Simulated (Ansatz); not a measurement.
**What a change of settings does to a run on Y**

The cell is the one relaxed in the Materials Project (mp-9), not relaxed further here; entries there can be hypothetical. The listed cell was then made from it by scaling, straining or moving an atom.

First run: DFT, r2SCAN, all-electron PAW with datasets made for the crystal, scalar-relativistic (Ansatz 0.2.0).

Command: `ansatz run input.yaml --threads 1 --pin off --max-ram 2048MiB --backend cpu --events-out ev --progress --plain --runs-dir out` The run took about 7.7 s on 1 thread of a shared machine.

```yaml
crystal:
  lattice:
    - [0.0, 2.6020428087, 2.6020428087]
    - [2.6020428087, 0.0, 2.6020428087]
    - [2.6020428087, 2.6020428087, 0.0]
  atoms:
    - { symbol: "Y", position: [0.0, 0.0, 0.0] }
kpoints:
  mp_grid: { grid: [12, 12, 12] }
scf:
  occupations: { method: fermi_dirac, width: 0.03 }
hamiltonian:
  xc: r2scan
  pseudopotentials: { kind: all_electron, datasets: crystal }
output:
  forces: true
  stress: true
  eigenvalues: true
  efg: { contact_densities: true }
```

Result: converged; pressure -1.96 GPa; 8 SCF iterations.

Spin polarisation is left out, and whether a magnetic state lies lower isn't shown here.

The input is then changed:

```diff
@@ -7,5 +7,5 @@
     - { symbol: "Y", position: [0.0, 0.0, 0.0] }
 kpoints:
-  mp_grid: { grid: [12, 12, 12] }
+  mp_grid: { grid: [12, 12, 12], shift: [0.5, 0.5, 0.5] }
 scf:
   occupations: { method: fermi_dirac, width: 0.03 }
@@ -18,3 +18,4 @@
   eigenvalues: true
   efg: { contact_densities: true }
+accuracy: medium
```

Question: What does the second run give?

Answer: It converged; energy at zero smearing +0.4 meV/atom from the first run; pressure -2.05 GPa; 8 SCF iterations.

The results part of its log:

```
SCF 1 converged in 8 iterations: F = -92134.104054 eV  dr2 = 1.64e-10
  Residual-converged pass: ⟨swp⟩=2.8  Hψ=3089  notcnv=0  max |occ|·‖R‖ = 3.7e-6 eV (tolerance 3.7e-6 eV)  dr2=1.61e-10  dr2_τ=2.35e-12  dr2_onsite=1.27e-9  max |Δocc| = 9.5e-10
  greatest PAW one-centre occupation: 0.992 electrons in one spin orbital (limit 2), on the Y atom at site 0 (counted from 0), in its partial waves of l = 0
SCF converged after 8 iterations
Free energy (F): -92134.104054 eV
Harris-Foulkes:  -92134.104054 eV  (|F-HF|=7.28e-11)
Internal energy: -92134.098162 eV  (E = F + TS)
E sigma→0 (E₀):  -92134.101108 eV
Entropy (-TS):   -0.005892 eV (-5.892 meV/atom)
Past the cutoff: the bands carry plane waves up to 2.50 times it, of which those up to 1.5 times it add -0.001747 eV an atom, each by itself; the spheres take 0.000603 eV an atom off the energy for waves past 2.50 times it
Past the cutoffs: a stress includes 0.0025 GPa for waves and charges beyond them, in addition to the slope of what the spheres take
In the spheres:  the bands' charges fall short by 5.6e-7 e at most (sound up to 1e-3)
Fermi energy:    10.013301 eV
--- Per-component energies (eV) ---
  The terms above E_closure are by the made datasets' own strengths, without shells solved beside the bands.
--- Forces (eV/Å), atoms counted from 1 ---
  atom   1  Y     -0.00000000    -0.00000000     0.00000000
  max |Σ_I F_I| component: 2.05e-33 eV/Å
--- Stress (GPa, compression-positive) ---
       -2.052965       0.027258       0.027258
        0.027258      -2.052965       0.027258
        0.027258       0.027258      -2.052965
  P = ⅓ Tr σ = -2.0530 GPa (-20.530 kbar)
--- PAW observables at the nuclei: V_zz in 10²¹ V/m², potentials from the cell's mean, atoms counted from 1 ---
  atom   1  Y  V_zz =    +0.030828   η = 0.0000   by run symmetry: allowed
            electrostatic potential = -5713.457793 V   contact ρ = 443288.861423 e/Å³
--- Band table (eV; the first three rows and the last of 182) ---
  k-point 0: bands = ["-34.3950", "-13.4838", "-13.4739", "-13.4739", "5.1670", "11.9048", "11.9775", "11.9775", "13.8772"]
  k-point 1: bands = ["-34.3907", "-13.5212", "-13.4862", "-13.4766", "5.3858", "11.6536", "12.0736", "12.0773", "13.6756"]
  k-point 2: bands = ["-34.3809", "-13.6118", "-13.5014", "-13.4867", "5.9019", "11.1874", "12.1848", "12.2435", "13.5012"]
  k-point 181: bands = ["-34.3446", "-13.9212", "-13.5552", "-13.5372", "8.2404", "10.1752", "11.6203", "11.9230", "15.1148"]
```
